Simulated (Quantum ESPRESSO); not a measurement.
## MnS: zone-centre phonons under several settings

```
CELL_PARAMETERS angstrom
0.00000 2.47346 2.47346
2.47346 0.00000 2.47346
2.47346 2.47346 0.00000
ATOMIC_POSITIONS crystal
Mn 0.00000 0.00000 0.00000
S 0.75000 0.75000 0.75000
```

The cell is a database's computed one.

All runs used Quantum ESPRESSO 7.5; k mesh 6 × 6 × 6; given cell, atoms relaxed; collinear spin, ferromagnetic start; occupations cold, width 0.2 eV.

| level | potentials | cutoff (eV) | pressure (GPa) | lowest optical mode without the field (cm⁻¹) |
| --- | --- | --- | --- | --- |
| PBE | JTH 2.0 PBE | 735 | 4.2 | 446 |
| PBE | PseudoDojo 0.4 SR PBE stringent | 1769 | ? | ? |

Q: What stands in the row left open?

A: Pressure 2.8 GPa; lowest optical mode without the field 448 cm⁻¹.

Caveats: all runs use coarse meshes; the mesh is thin for the phonons of a metal; the moment fell far below its start of 4 μB, so a state of higher moment may lie lower in energy; the cell is more than 3 GPa from zero pressure, which shifts response properties (some runs); a cell with one magnetic atom can't hold antiferromagnetic order, which such compounds often take (some runs).

For the row left open. Caveat: the k mesh is coarse (spacing up to 0.37 Å⁻¹), so the values aren't converged; the mesh is thin for the phonons of a metal; the moment fell far below its start of 4 μB, so a state of higher moment may lie lower in energy; a cell with one magnetic atom can't hold antiferromagnetic order, which such compounds often take.
